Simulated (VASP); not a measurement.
A calculation with VASP 6.6.1 of I (ASE script, structure from a POSCAR):

run.py

```python
from ase.calculators.vasp import Vasp
from ase.dft.bandgap import bandgap
from ase.io import read

atoms = read('POSCAR')
calc = Vasp(
    directory='calc',
    xc='rpbe',
    pp='PBE',
    setups='recommended',
    prec='Accurate',
    encut=520,
    ediff=1e-07,
    ismear=0,
    sigma=0.02,
    lreal=False,
    lasph=True,
    nelm=60,
    algo='Normal',
    isif=2,
    lwave=False,
    lcharg=False,
    kpts=[7, 7, 11],
    gamma=True,
    nbands=10,
)
atoms.calc = calc

print('energy (eV):', atoms.get_potential_energy())
print('free energy (eV):', atoms.get_potential_energy(force_consistent=True))
print('forces (eV/A):')
print(atoms.get_forces())
print('stress (eV/A^3, Voigt):', atoms.get_stress())
print('Fermi level (eV):', calc.get_fermi_level())
gap, top, bottom = bandgap(calc)
print('band gap (eV):', gap, 'from (spin, k, band)', top, 'to', bottom)
```

File POSCAR:

```
I
1.0
    2.5383465792     -3.7066249365      0.0000000000
    2.5383465792      3.7066249365      0.0000000000
   -1.6208748370      0.0000000000      2.3810977968
I
1
Direct
    0.5000000000      0.5000000000      0.5000000000
```

Potentials or basis: VASP PAW PBE potentials, release 64 (I).

Launch:

```sh
$ python run.py
```

Q: Write the same calculation in another form: native input, structure from a POSCAR.

A: As run:

INCAR

```
SYSTEM = I
PREC = Accurate ; ENCUT = 520
EDIFF = 1E-7 ; ISMEAR = 0
SIGMA = 0.02 ; LREAL = .FALSE.
LASPH = .TRUE. ; NELM = 60
ALGO = Fast ; ISIF = 2
LWAVE = .FALSE. ; LCHARG = .TRUE.
GGA = RP ; LELF = .TRUE.
LVHAR = .TRUE.
```

Contents of KPOINTS:

```
Automatic mesh
0
G
  7 7 11
  0 0 0
```

Contents of POSCAR:

```
I
4.4925
    0.565018715459     -0.825069546244      0.000000000000
    0.565018715459      0.825069546244      0.000000000000
   -0.360795734446      0.000000000000      0.530016204073
I
1
Direct
    0.5000000000      0.5000000000      0.5000000000
```

Potentials or basis: VASP PAW PBE potentials, release 64 (I).

The run is started by

```bash
$ cat potpaw_PBE.64/I/POTCAR > POTCAR
$ mpirun -np 1 vasp_std > vasp.out
```

Both were run:

|  | ASE script, structure from a POSCAR | native input, structure from a POSCAR |
| --- | --- | --- |
| Pressure | 2.3 GPa | 2.3 GPa |
| Band gap on the k mesh | none (metal or under the smearing width) | none (metal or under the smearing width) |

Keys that steer only the numerical path or the files written may differ.

Caveat: the PAW data sets were made with another functional, which shifts forces and pressure a little; an odd number of electrons without spin polarisation forces a metal; a magnetic or distorted state may lie lower.
